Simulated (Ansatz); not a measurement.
SnO, DFT, LDA, all-electron LAPW, scalar-relativistic (Ansatz 0.2.0), run on 1 thread of Arm Neoverse V2 on a shared host.

The geometry is COD entry 9008956, unchecked; take it as a test cell. The listed cell was then made from it by scaling, straining or moving an atom.

Command: `ansatz run input.yaml --threads 1 --pin off --max-ram 4096MiB --backend cpu --events-out ev --progress --plain --runs-dir out`

```yaml
crystal:
  lattice:
    - [3.802, -0.03802, -0.03802]
    - [-0.03802, 3.802, -0.03802]
    - [-0.04836, -0.04836, 4.836]
  atoms:
    - { symbol: Sn, position: [0.0, 0.5, 0.2385] }
    - { symbol: Sn, position: [0.5, 0.0, 0.7615] }
    - { symbol: O, position: [0.0, 0.0, 0.0] }
    - { symbol: O, position: [0.5, 0.5, 0.0] }
kpoints:
  mp_grid: { grid: [6, 6, 5] }
  band_path:
    path:
      - [0.0, 0.0, 0.0]
      - [-0.5, 0.5, 0.0]
      - [-0.5, 0.5, 0.5]
      - [0.0, 0.0, 0.5]
      - [0.0, 0.0, 0.0]
      - [-0.5, 0.0, 0.5]
      - [0.0, 0.0, 0.0]
      - [-0.5, 0.0, 0.0]
    npoints: 5
scf:
  occupations: { method: fermi_dirac, width: 0.02 }
hamiltonian:
  xc: lda
  pseudopotentials: { kind: all_electron, lapw: { basis_error: 0.0005 } }
output:
  forces: true
  stress: true
  eigenvalues: true
```

Problem. How large is the problem that the program sets up?

Solution. 55 irreducible k-points, 1179 plane waves at Γ, 48 bands.

Problem. Estimate the wall time and the peak memory.

Solution. 83 s of wall time for 10 SCF iterations, with a peak of 0.69 GiB. Times on shared machines scatter by tens of per cent.
